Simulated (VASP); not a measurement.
**Cs: relaxation of the atoms with PBE**

Cs, a slab with vacuum:

```
CELL_PARAMETERS angstrom
5.50015 0.00000 0.00000
0.00000 5.50015 0.00000
0.00000 0.00000 23.19448
ATOMIC_POSITIONS crystal
Cs 0.50000 0.50000 0.32335
Cs 0.00000 0.00000 0.50000
Cs 0.50000 0.50000 0.67665
```

The slab is cut from a database's or a generator's crystal, which needn't be the stable form of the element.

The cell isn't the ideal one: the (0 0 1) slab of Cs, cut from the database cell, not relaxed.

| Quantity | Value |
| --- | --- |
| Program | VASP 6.6.1 |
| Task | relaxation of the atoms |
| Functional | PBE |
| Potentials or basis | VASP PAW PBE potentials, release 64 (Cs_sv) |
| Cutoff | 520 eV |
| k mesh | 5 × 5 × 1 |
| Occupations | gaussian, width 0.05 eV |
| Spin | no spin polarisation |
| Dipole correction | yes |
| Atoms held fixed (from 0) | [0] |
| Further INCAR settings | ALGO = Fast; EDIFF = 1e-06; IBRION = 2; EDIFFG = -0.005; NSW = 60 |

```json
{
  "Energy gained by relaxing": "1.7 meV/atom",
  "Ionic steps": "12",
  "Band gap on the k mesh": "none (metal or under the smearing width)"
}
```

The path:
```
step  energy change (eV)  largest force (eV/Å)  pressure (GPa)
   1              0.0000                0.0255           -0.09
   2             -0.0003                0.0278           -0.09
   3             -0.0004                0.0254           -0.09
   4             -0.0006                0.0273           -0.09
   5             -0.0009                0.0279           -0.08
   6             -0.0016                0.0252           -0.08
   7             -0.0024                0.0279           -0.08
   8             -0.0025                0.0352           -0.07
   9             -0.0027                0.0269           -0.07
  10             -0.0032                0.0266           -0.07
  11             -0.0042                0.0183           -0.07
  12             -0.0051                0.0037           -0.06
```

Final structure:
```cif
data_structure
_symmetry_space_group_name_H-M 'P 1'
_symmetry_Int_Tables_number 1
_cell_length_a 5.5002
_cell_length_b 5.5002
_cell_length_c 23.1945
_cell_angle_alpha 90.000
_cell_angle_beta 90.000
_cell_angle_gamma 90.000
_cell_volume 701.67
loop_
_atom_site_label
_atom_site_type_symbol
_atom_site_fract_x
_atom_site_fract_y
_atom_site_fract_z
_atom_site_occupancy
Cs1 Cs 0.50000 0.50000 0.32335 1
Cs2 Cs 0.00000 0.00000 0.49276 1
Cs3 Cs 0.50000 0.50000 0.66111 1
```

Levels at points of the mesh, in eV from the Fermi level:
```tsv
k point	band 11	band 12	band 13	band 14	band 15	band 16	band 17
(0.00, 0.00, 0.00)	-10.67	-10.67	-1.53	-0.99	-0.23	0.84	0.91
```

Wall time 8.4 min on 1 thread of Intel(R) Xeon(R) 6975P-C (Granite Rapids), on a shared host, peak memory 0.74 GiB.

The run has no spin-orbit coupling, so splittings on Cs are missing.
